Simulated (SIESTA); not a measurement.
**Hg in SIESTA: the effect of functional**

Slab: Hg, a slab with vacuum.

```xyz
6
Lattice="3.1451 0.0000 0.0000 -1.5726 4.1433 0.0000 0.0000 0.0000 25.3582" Properties=species:S:1:pos:R:3 pbc="T T T"
Hg   -0.7863    2.0716    7.5000
Hg    1.5726    0.0000    9.5716
Hg    0.7863    2.0716   11.6433
Hg    0.0000    0.0000   13.7149
Hg   -0.7863    2.0716   15.7866
Hg    1.5726    0.0000   17.8582
```

The slab is cut from a database's or a generator's crystal, which needn't be the stable form of the element.

Alike in all runs:

```yaml
Program: SIESTA 5.4.2
Task: single point
Potentials_or_basis: PseudoDojo 0.4 standard (PBE files)
Basis: DZP (energy shift 0.003 Ry; two zetas on semicore shells)
Grid_cutoff: 800 Ry
Energy_shift: 0.003 Ry
k_mesh: 9 × 7 × 1
Occupations: fermi-dirac, width 0.05 eV
Spin: no spin polarisation
```

```tsv
functional	largest force (eV/Å)
vdW-DF	?
vdW-DF2	0.54
optB88-vdW	0.24
vdW-DF-C09	0.29
vdW-DF-cx	0.27
VV10	0.23
```

Problem. What does the run with functional vdW-DF give?

Solution. Largest force 0.32 eV/Å.

Caveats: the potentials were made for another functional, which shifts forces and pressure; the non-local part is tabulated coarsely and may be off by about a percent (some runs).

Runs at the PBE level aren't shown here.
